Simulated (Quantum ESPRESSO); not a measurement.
KBr under changes of volume

One of the cells (35.937 Å³/atom); the others are scaled copies at fixed shape and fractional positions:

```
CELL_PARAMETERS angstrom
0.00000 3.30000 3.30000
3.30000 0.00000 3.30000
3.30000 3.30000 0.00000
ATOMIC_POSITIONS crystal
Br 0.50000 0.50000 0.50000
K 0.00000 0.00000 0.00000
```

- Program: Quantum ESPRESSO 7.5
- Functional: PBE
- Potentials or basis: SSSP 1.3 efficiency PBE
- Cutoff: 816 eV
- Density cutoff: 6531 eV
- k mesh: 7 × 7 × 7
- Occupations: fermi-dirac, width 0.05 eV
- Spin: no spin polarisation

```tsv
volume (Å³/atom)	energy over the lowest point (meV/atom)	pressure (GPa)	gap on the mesh (eV)
33.781	?	?	?
34.500	13.18	1.4	4.55
35.218	7.53	1.0	4.49
35.937	3.56	0.7	4.44
36.656	1.11	0.4	4.38
37.374	0.00	0.1	4.33
38.093	0.10	-0.2	4.28
```

**Question.** What does the run at 33.781 Å³/atom give?

**Answer.** Energy over the lowest point 20.72 meV/atom; pressure 1.9 GPa; gap on the mesh 4.61 eV.

Worked out: A Birch-Murnaghan fit of order 3 (a polynomial in V^(-2/3)) to the other rows has its minimum at 37.67 Å³/atom with B0 = V·E''(V) = 13.4 GPa and B' = 4.9. It gives 20.74 meV/atom at 33.781 Å³/atom, against the run's 20.72, and -dE/dV = 1.9 GPa, against 1.9. A straight line through the other rows of the gap, of slope -2.73 eV per unit of ln V (its deformation potential), extrapolates to 4.61 eV, against the run's 4.61.

Energies are extrapolated to zero smearing.

Caveats: an odd mesh through Γ misses points on the zone boundary, where band edges often lie (some runs). Spin-orbit coupling on Br is left out.
